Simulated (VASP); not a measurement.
InAs, 2 atoms in the cell. The structure is cubic, space group F-43m (No. 216). Conventional cell: a = 6.031 Å, b = 6.031 Å, c = 6.031 Å, α = 90.00°, β = 90.00°, γ = 90.00°. In (site symmetry -43m) is surrounded by 4 As at 2.61 Å. As (site symmetry -43m) has 4 In at 2.61 Å as nearest neighbours. 

| Property | Result |
| --- | --- |
| Program | VASP 6.6.1 |
| Task | relaxation of cell and atoms |
| Functional | LDA |
| Potentials or basis | VASP PAW LDA potentials, release 64 (In_d, As) |
| Cutoff | 520 eV |
| k mesh | 10 × 10 × 10 |
| Occupations | gaussian, width 0.02 eV |
| Spin | no spin polarisation |
| Further INCAR settings | ALGO = Normal; EDIFF = 1e-07; IBRION = 2; EDIFFG = -0.002; NSW = 80; ISIF = 3 |

Potentials or basis: VASP PAW LDA potentials, release 64 (In_d, As).

Command:

```console
$ cat potpaw_LDA.64/In_d/POTCAR potpaw_LDA.64/As/POTCAR > POTCAR
$ mpirun -np 1 vasp_std > vasp.out
```

Hardware: 1 thread of AMD EPYC 9R45 96-Core Processor (Zen 5), with other jobs on the host.

**Question.** Estimate the wall time of this run.

**Answer.** Wall time 18 s on 1 thread of AMD EPYC 9R45 96-Core Processor (Zen 5) (shared host), peak memory 0.15 GiB. Counts: scf iterations 14, k points 47, ion steps 1.
